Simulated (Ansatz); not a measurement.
Crystal: CuO.

```
Cu O
1.0
     0.00000    2.11656    2.11656
     2.11656    0.00000    2.11656
     2.11656    2.11656    0.00000
Cu O
1 1
Cartesian
  1.9814 1.9843 0.1219
  2.2518 2.2488 1.9946
```

The cell comes from a database or a generator and needn't be the stable form of this composition.

```yaml
Program: Ansatz 0.2.0
Task: relaxation of cell and atoms
Functional: r2SCAN
Potentials_or_basis: Ansatz PAW
Cutoff: "500 eV (not typed: the program's choice for these potentials)"
k_mesh: 11 × 11 × 11
Occupations: fermi-dirac, width 0.05 eV
Spin: no spin polarisation
```

At the start: volume 9.48 Å³/atom.

Problem. How do energy, volume and symmetry change on relaxing?

Solution. It ends after 9 steps and the volume is 9.18 Å³/atom (-3.2 %); space group Fm-3m (No. 225, to 0.05 Å).

The path:
| step | energy change (eV) | largest force (eV/Å) | volume (Å³) |
| --- | --- | --- | --- |
| 1 | 0.0000 | 0.8844 | 18.96 |
| 2 | -0.0394 | 0.8090 | 19.27 |
| 3 | -0.1368 | 0.9632 | 19.48 |
| 4 | -0.3090 | 0.4091 | 18.77 |
| 5 | -0.3959 | 0.1532 | 18.65 |
| 6 | -0.4144 | 0.0156 | 18.31 |
| 7 | -0.4152 | 0.0010 | 18.35 |
| 8 | -0.4152 | 0.0001 | 18.36 |
| 9 | -0.4145 | 0.0001 | 18.36 |

Final structure:
```cif
data_structure
_symmetry_space_group_name_H-M 'P 1'
_symmetry_Int_Tables_number 1
_cell_length_a 2.9610
_cell_length_b 2.9610
_cell_length_c 2.9607
_cell_angle_alpha 60.002
_cell_angle_beta 60.001
_cell_angle_gamma 59.995
_cell_volume 18.36
loop_
_atom_site_label
_atom_site_type_symbol
_atom_site_fract_x
_atom_site_fract_y
_atom_site_fract_z
_atom_site_occupancy
Cu1 Cu 0.00000 0.00000 0.00000 1
O1 O 0.50000 0.50000 0.50000 1
```

Caveat: the plane-wave basis is chosen anew once the cell has moved, so the energies of steps on either side of that aren't comparable; an odd number of electrons without spin polarisation forces a metal; a magnetic or distorted state may lie lower; the run has no spin polarisation, though such a crystal can be magnetic; the PAW data sets come from PBE, with cores solved anew for the run's functional, which leaves a small shift of forces and pressure.
